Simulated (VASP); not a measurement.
The system is NiO.

```
Ni O
1.0
     0.00000    2.08590    2.08590
     2.08590    0.00000    2.08590
     2.08590    2.08590    0.00000
Ni O
1 1
Direct
  0.00000 0.00000 0.00000
  0.50000 0.50000 0.50000
```

```yaml
Program: VASP 6.6.1
Task: relaxation of cell and atoms
Functional: PBE
Potentials_or_basis: VASP PAW PBE potentials, release 64 (Ni_pv, O)
Cutoff: 600 eV
k_mesh: 11 × 11 × 11
Occupations: fermi-dirac, width 0.05 eV
Spin: collinear spin, ferromagnetic start
Starting_moments: "[1.0, 0.0] μB"
```

At the start: pressure 4.7 GPa; volume 9.08 Å³/atom.

**Question.** Where does the relaxation end?

**Answer.** Over 3 steps the energy falls by 3.4 meV/atom and the volume is 9.31 Å³/atom (+2.6 %); space group Fm-3m (No. 225, to 0.05 Å); moment 1.79 μB per cell.

Step by step:
| step | energy change (eV) | largest force (eV/Å) | pressure (GPa) | volume (Å³) |
| --- | --- | --- | --- | --- |
| 1 | 0.0000 | 0.0000 | 4.66 | 18.15 |
| 2 | -0.0052 | 0.0000 | -2.09 | 18.85 |
| 3 | -0.0067 | 0.0000 | 0.01 | 18.62 |

Final structure:
```
Ni O
1.0
     0.00000    2.10380    2.10380
     2.10380    0.00000    2.10380
     2.10380    2.10380    0.00000
Ni O
1 1
Cartesian
  0.0000 0.0000 0.0000
  2.1038 2.1038 2.1038
```

Caveat: a cell with one magnetic atom can't hold antiferromagnetic order, which such compounds often take.
